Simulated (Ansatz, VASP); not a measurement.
Ca2H3: VASP beside Ansatz

```xyz
5
Lattice="3.7832 0.0000 0.0000 -1.8916 3.2764 0.0000 0.0000 0.0000 5.8808" Properties=species:S:1:pos:R:3 pbc="T T T"
Ca    0.0000    2.1843    1.5174
Ca    1.8916    1.0921    4.3634
H     0.0000    0.0000    0.0000
H     0.0000    2.1843    3.8328
H     1.8916    1.0921    2.0480
```

Alike in both runs: functional PBE; k mesh 6 × 6 × 4; occupations gaussian, width 0.1 eV; no spin polarisation.

Ansatz relaxed the structure, and its values are those at the end. VASP's run is a single point on that final structure, the one shown.

```csv
,VASP,Ansatz
version,VASP 6.6.1,Ansatz 0.2.0
potentials or method,"VASP PAW PBE potentials, release 64 (Ca_sv, H)","scalar-relativistic, plane waves, PAW"
plane-wave cutoff (eV),520,420
valence electrons in the cell,23,23
```

|  | VASP | Ansatz | Ansatz less VASP |
| --- | --- | --- | --- |
| gap on the k mesh at the Fermi level (eV) | none | none | - |
| pressure (GPa) | -0.2 | -0.3 | -0.06 |
| rms of the force components (eV/Å) | 0.015 | 0.018 | +0.0024 |

A gap of «none» marks a metal or a gap that the smearing closes.
